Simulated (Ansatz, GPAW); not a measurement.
# Ballistic transport through 4,4'-bipyridine between two Pd chains, from relaxation to T(E), part 4 of 4

Aim: the conductance of 4,4'-bipyridine between two Pd chains after relaxation, and whether geometry, basis or functional moves it most.

GPAW 26.7.0 and Ansatz 0.2.0; Ansatz plane waves; relaxation of the junction with the lead ends held; PAW set soft_1 (the session's first sound run).

So far, transmission at the Fermi level (one spin): step 3 (plane-wave reference (PBE)) 0.0375; step 5 (single-zeta polarised basis, PBE, GPAW) 0.0277; step 6 (minimal basis, PBE, GPAW) 0.0427; step 7 (RPBE in the dzp basis: xc = "RPBE") 0.0303; step 8 (without the relaxation: geometry = "as built", PBE, GPAW) 0.0506.

### 10. Comparison

The curves are compared point by point over the common energies.

This step: comparison of transmission and cost over codes, levels and geometry; PAW set soft_1 (GPAW 26.7.0).

Ladder, by row:

| step | code | T at the Fermi level (sum over the listed spins) | conductance (G0) | r.m.s. T(E) from the first | wall time (s) | peak memory (GiB) | threads |
| --- | --- | --- | --- | --- | --- | --- | --- |
| pw-pbe | Ansatz | 0.03749 | 0.03642 | 0 | 4482 | 6.797 | 4 |
| dzp | GPAW | 0.03202 | 0.03085 | 0.06853 | 771.1 | 2.93 | 1 |
| szp | GPAW | 0.02765 | 0.02419 | 0.07772 | 525.1 | 2.78 | 1 |
| sz | GPAW | 0.04268 | 0.03691 | 0.08049 | 340.5 | 2.63 | 1 |
| dzp-RPBE | GPAW | 0.03029 | 0.02914 | 0.06234 | 778.8 | 2.93 | 1 |
| asbuilt | GPAW | 0.05058 | 0.04759 | 0.07465 | 666.2 | 2.93 | 1 |

Transmission, zone mean, sum over the listed spins against energy, zero at the Fermi level:

| energy (eV) | pw-pbe | dzp | szp | sz | dzp-RPBE | asbuilt |
| --- | --- | --- | --- | --- | --- | --- |
| -2.000 | 0.0169 | 0.0127 | 0.0186 | 0.0166 | 0.0125 | 0.0123 |
| -1.800 | 0.0339 | 0.0289 | 0.0320 | 0.0261 | 0.0282 | 0.0120 |
| -1.600 | 0.0390 | 0.0346 | 0.0413 | 0.0348 | 0.0343 | 0.0161 |
| -1.400 | 0.0529 | 0.0482 | 0.0516 | 0.0463 | 0.0476 | 0.0240 |
| -1.200 | 0.0466 | 0.0545 | 0.0391 | 0.0390 | 0.0526 | 0.0382 |
| -1.000 | 0.0230 | 0.0419 | 0.0299 | 0.0309 | 0.0382 | 0.0539 |
| -0.800 | 0.0898 | 0.0402 | 0.214 | 0.233 | 0.0523 | 0.0551 |
| -0.750 | 0.114 | 0.0891 | 0.467 | 0.481 | 0.0979 | 0.0540 |
| -0.725 | 0.118 | 0.107 | 0.393 | 0.525 | 0.114 | 0.0534 |
| -0.600 | 0.0701 | 0.205 | 0.347 | 0.142 | 0.195 | 0.0518 |
| -0.575 | 0.0626 | 0.172 | 0.576 | 0.676 | 0.149 | 0.0513 |
| -0.525 | 0.599 | 0.138 | 0.242 | 0.344 | 0.138 | 0.0508 |
| -0.450 | 0.256 | 0.639 | 0.108 | 0.134 | 0.429 | 0.0510 |
| -0.400 | 0.155 | 0.218 | 0.0820 | 0.0993 | 0.169 | 0.0517 |
| -0.200 | 0.0642 | 0.0568 | 0.0579 | 0.0714 | 0.0551 | 0.0599 |
| 0.000 | 0.0375 | 0.0320 | 0.0277 | 0.0427 | 0.0303 | 0.0506 |
| 0.200 | 1.1e-4 | 9.3e-5 | 2.3e-5 | 1.9e-5 | 9.1e-5 | 1.5e-5 |
| 0.400 | 6.8e-5 | 5.3e-5 | 2.1e-5 | 1.6e-5 | 5.1e-5 | 1.2e-5 |
| 0.600 | 5.4e-5 | 3.6e-5 | 1.8e-5 | 1.4e-5 | 3.2e-5 | 9.5e-6 |
| 0.800 | 6.6e-5 | 4.6e-5 | 1.8e-5 | 1.3e-5 | 4.5e-5 | 8.8e-6 |
| 1.000 | 7.3e-5 | 4.8e-5 | 1.8e-5 | 1.2e-5 | 4.7e-5 | 8.9e-6 |
| 1.200 | 8.4e-5 | 5.2e-5 | 1.5e-5 | 5.1e-6 | 5.1e-5 | 9.6e-6 |
| 1.400 | 9.9e-5 | 5.6e-5 | 2.2e-4 | 1.2e-4 | 5.6e-5 | 1.2e-5 |
| 1.600 | 8.6e-5 | 5.2e-5 | 2.7e-4 | 1.4e-5 | 5.3e-5 | 2.3e-5 |
| 1.800 | 8.5e-4 | 0.00108 | 2.5e-5 | 2.0e-5 | 0.00132 | 2.7e-5 |
| 2.000 | 0.00105 | 3.5e-4 | 4.1e-5 | 3.1e-5 | 3.3e-4 | 7.4e-5 |

### 11. Other settings

One more run, with changed settings.

This step: GPAW LCAO, PAW setups; Landauer transmission from Green's functions with principal layers (ASE), zero bias (GPAW 26.7.0).

Input file run.py:

```python
import json
import numpy as np
from ase import Atoms
from ase.transport.calculators import TransportCalculator
from gpaw import GPAW, FermiDirac
from gpaw.lcao.tools import get_lcao_hamiltonian
from scipy.linalg import eigh

# The junction with lead layers at both ends, along the third cell vector
device = Atoms(
    ['Pd', 'Pd', 'Pd', 'Pd', 'Pd', 'Pd', 'Pd', 'Pd', 'N', 'H', 'H', 'C', 'C', 'C', 'C', 'H', 'H', 'C', 'C', 'H', 'H', 'C', 'C', 'C', 'C', 'H', 'H', 'N', 'Pd', 'Pd', 'Pd', 'Pd', 'Pd', 'Pd', 'Pd', 'Pd'],
    positions=[
        [5.16755, 4.50000, 1.25000],
        [5.16755, 4.50000, 3.75000],
        [5.16755, 4.50000, 6.25000],
        [5.16755, 4.50000, 8.75000],
        [5.16755, 4.50000, 11.25000],
        [5.16755, 4.50000, 13.75000],
        [4.59514, 4.29367, 16.18923],
        [5.30163, 4.54690, 18.61679],
        [5.23198, 4.52239, 20.73084],
        [7.24435, 5.00412, 20.91550],
        [3.21595, 4.03740, 20.83366],
        [6.33725, 4.78255, 21.47639],
        [4.10007, 4.25526, 21.43152],
        [6.34988, 4.78315, 22.86636],
        [4.03630, 4.24515, 22.82036],
        [7.28440, 5.02821, 23.36985],
        [3.08344, 3.99704, 23.28705],
        [5.17852, 4.51228, 23.60394],
        [5.15049, 4.51096, 25.08394],
        [7.25881, 4.05386, 25.40175],
        [3.03111, 4.96864, 25.31771],
        [6.29927, 4.27467, 25.86792],
        [3.97176, 4.74851, 25.82137],
        [6.23433, 4.28009, 27.25686],
        [3.98349, 4.74589, 27.21113],
        [7.12380, 4.08626, 27.85456],
        [3.07051, 4.94234, 27.77224],
        [5.09496, 4.51395, 27.95725],
        [5.02132, 4.52751, 30.07070],
        [5.75877, 4.37520, 32.49813],
        [5.16755, 4.50000, 34.93806],
        [5.16755, 4.50000, 37.43806],
        [5.16755, 4.50000, 39.93806],
        [5.16755, 4.50000, 42.43806],
        [5.16755, 4.50000, 44.93806],
        [5.16755, 4.50000, 47.43806]],
    cell=[[10.3351, 0.0, 0.0], [0.0, 9.0, 0.0], [0.0, 0.0, 48.68806]],
    pbc=True)

# One principal layer of the lead: the first 2 atoms of the device
lead = Atoms(
    ['Pd', 'Pd'],
    positions=[
        [5.16755, 4.50000, 1.25000],
        [5.16755, 4.50000, 3.75000]],
    cell=[[10.3351, 0.0, 0.0], [0.0, 9.0, 0.0], [0.0, 0.0, 5.0]],
    pbc=True)

settings = dict(mode='lcao', basis='dzp', xc='PBE', h=0.18,
                occupations=FermiDirac(0.1), maxiter=50,
                mixer=dict(beta=0.1, nmaxold=8, weight=100.0),
                convergence=dict(density=0.0001))
energies = np.arange(-2, 2 + 1e-9, 0.025)
eta = 0.0001
n1, n2 = 1, 1
# k and -k transmit alike, so half of the mesh across the current serves
mesh = [(i, j) for i in range(n1) for j in range(n2) if (i, j) <= (-i % n1, -j % n2)]
weights = np.array([1 if (i, j) == (-i % n1, -j % n2) else 2 for i, j in mesh]) / (n1 * n2)

# [... helper functions left out ...]
fermi_lead = ground_state(lead, (1, 1, 9), 'lead.txt')
fermi_device = ground_state(device, (1, 1, 2), 'device.txt')
# [... loop over the mesh left out, but for ...]
        # Shift the lead onto the potential of the device's first layer
        shift = ((H[:, 0, 0] - H0[:, 0, 0]) / S0[0, 0]).real.mean()
# [...]
kT = 8.617333e-5 * 300
bias = [0.1, 0.2, 0.5, 1.0, 1.5, 2.0]
# [... integrals and printing left out ...]
```

Started as:

```console
OMP_NUM_THREADS=1 OPENBLAS_NUM_THREADS=1 python run.py
```

Log:

```text
basis functions: device 628, principal layer 54
Fermi level: lead -4.1474 eV, device -3.6510 eV; lead shifted by -0.0004 eV
largest coupling past the next layer 1.70e-01 eV, largest misfit of the first layer 0.006 eV
  E-E_F (eV)   T (one spin)  [channel counts left out]
    -2.000    1.2649e-02
    -1.975    1.5176e-02
    -1.950    1.7789e-02
    -1.925    2.0347e-02
    -1.900    2.2713e-02
    -1.875    2.4784e-02
    -1.850    2.6493e-02
    -1.825    2.7824e-02
    -1.800    2.8910e-02
    -1.775    2.9727e-02
    -1.750    3.0379e-02
    -1.725    3.0945e-02
    -1.700    3.1496e-02
    -1.675    3.2090e-02
    -1.650    3.2772e-02
    -1.625    3.3577e-02
[...]
1.825    2.2044e-03
     1.850    1.0744e-03
     1.875    4.6551e-04
     1.900    2.0501e-04
     1.925    1.0045e-04
     1.950    5.5809e-05
     1.975    3.4809e-05
     2.000    2.3975e-05
conductance at 300 K: 0.030855 G0 a cell; thermopower 43.53 uV/K
current from the zero-bias T(E) at 0.1 V: 0.23636 uA
current from the zero-bias T(E) at 0.2 V: 0.4586 uA
current from the zero-bias T(E) at 0.5 V: 1.1324 uA
current from the zero-bias T(E) at 1.0 V: 5.3519 uA
current from the zero-bias T(E) at 1.5 V: 8.7026 uA
current from the zero-bias T(E) at 2.0 V: 9.4581 uA
```

Wall time 12 min (1 thread of Arm Neoverse V1, shared host); peak memory 2.8 GiB.

The run finished. A setting was moved off its sound value on purpose, so it serves as a test and not as the result.

The fault put into the input: a principal layer shorter than the orbitals' reach (n_lead = 2 and period = 5.0).

Side by side:

| quantity | this run | sound run | difference |
| --- | --- | --- | --- |
| conductance (G₀) | 0.030855 | 0.030853 | 2.4e-6 |
| largest coupling past the next principal layer (eV) | 0.17032 | 1.071e-4 | 0.170 |
| largest misfit of the first principal layer (eV) | 0.0055791 | 0.071988 | -0.0664 |
| shift that aligns the lead (eV) | -3.758e-4 | -0.0010114 | 6.4e-4 |
| basis functions of a principal layer | 54 | 135 | -81 |
| transmission at the Fermi level (one spin) | 0.031918 | 0.032017 | -9.9e-5 |

The two runs differ clearly in the largest coupling past the next principal layer: 0.170 eV against 1.1e-4 eV.

### 12. Outcome

```json
{
  "conductance": "0.0309 G₀",
  "transmission at the Fermi level, mean of the spins": "0.0320",
  "open channels of the lead there": "4"
}
```

What this shows: In the dzp basis the junction conducts 0.0309 G₀ at 300 K, with T = 0.0320 a spin at the Fermi level; no smaller basis tried comes within 10 % of that conductance. Relaxation moved atoms by up to 0.61 Å and took the conductance from 0.0476 to 0.0309 G₀, as a ratio a larger change than the step from dzp to the minimal basis. Plane waves (PBE) give T = 0.0375 there. The scatterer reflects about 99 % of the incoming channels at the Fermi level. Measured against the first run (pw-pbe), the nearest curve is that of dzp-RPBE (r.m.s. 0.062) and the farthest that of sz (0.080). Over the compared runs wall time goes from 340 s (sz) to 4482 s (pw-pbe), on a shared host; the plane-wave run used 4 threads and the orbital runs 1. The leads kept an estimated spacing and the cell its length, so the junction may be under some tension or compression. The run had no spin polarisation, so a magnetic state, which chains and small molecules with open shells often have, wasn't tested. Semilocal functionals put molecular levels too near the Fermi level, so such conductances usually come out too high, and chain electrodes have a sharper density of states than real ones. An evenly spaced straight chain is an idealisation: free chains tend to dimerise, zigzag or, where a band edge lies near the Fermi level, turn magnetic. The currents use the zero-bias T(E) throughout, which holds only while the bias is small against the distance to the nearest feature. Within about eight thermal energies of the Fermi level ln T(E) bends sharply from one computed energy to the next, or the lead's channel count changes, so the thermal averages, above all the thermopower, rest on an interpolation that may be rough.

[Logs are printed without paths, hosts, clocks, repeated set-up lines and the standing remarks that a program may print on its own settings, such as how far it seeks lower states.]

[Hosts, paths, dates, database ids (printed as entryN), source tags and the programs' standing remarks are cut or masked in the printed files.]
